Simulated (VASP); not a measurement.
Input of a VASP 6.6.1 run:

INCAR

```
ALGO = Normal ; EDIFF = 1E-6
ENCUT = 520 ; GGA = PE
ISIF = 2 ; ISMEAR = -1
IVDW = 12 ; LASPH = T
LCHARG = F ; LREAL = Auto
LWAVE = F ; NBANDS = 45
NELM = 60 ; PREC = Accurate
SIGMA = 0.05
```

The input KPOINTS:

```
k-points
0
Gamma
  1 1 1
```

POSCAR

```
H15NO6
1.0
    6.0276500000      0.0000000000      0.0000000000
    0.0000000000      6.0276500000      0.0000000000
    0.0000000000      0.0000000000      6.0276500000
O H N
6 15 1
Direct
    0.0281867726      0.1374830987      0.3498046502
    0.7142418687      0.7057642697      0.7297371281
    0.5683475318      0.3100710891      0.3000671904
    0.6879961511      0.8210496628      0.2572976201
    0.3261635961      0.0458221695      0.0108168192
    0.3334964704      0.4010352293      0.6582001277
   -0.1270976251      0.1588347034      0.3035013645
    0.0111818039      0.0381243105      0.4679767405
    0.7227194678      0.8064502750      0.6024736008
    0.7276467612      0.8046419417      0.8595555482
    0.4426434846      0.3159108442      0.4023126758
    0.5010742163      0.2147603129      0.1866067207
    0.5389662638      0.8967508067      0.2125704047
    0.6474164890      0.6624804028      0.2892171908
    0.2461821771     -0.0976665865     -0.0315214055
    0.2056025151      0.0842616940      0.1237132216
    0.4605775053      0.4869559447      0.7233498959
    0.3146997586      0.2734233076      0.7571441607
   -0.0191948769      0.6981991323      0.1201629159
    0.1164301179      0.5454696275     -0.0813252262
    0.2162866125      0.5742370576      0.1691538162
    0.1279105456      0.6506018100      0.0516287442
```

Potentials or basis: VASP PAW PBE potentials, release 64 (O, H, N).

Command:

```sh
$ cat potpaw_PBE.64/O/POTCAR potpaw_PBE.64/H/POTCAR potpaw_PBE.64/N/POTCAR > POTCAR
$ mpirun -np 1 vasp_gam > vasp.out
```

Problem. What does it give for the largest force?

Solution. 2.085 eV/Å.

Problem. What does it give for the band gap on the k mesh?

Solution. 4.02 eV, direct.

Problem. What does it give for the pressure?

Solution. -0.1 GPa.

Stress tensor (GPa, compression positive):
```
-1.51  0.19 -0.32
 0.19 -0.01  0.14
-0.32  0.14  1.08
```

Expect the measured gap to be larger: semilocal functionals such as PBE lack the derivative discontinuity.
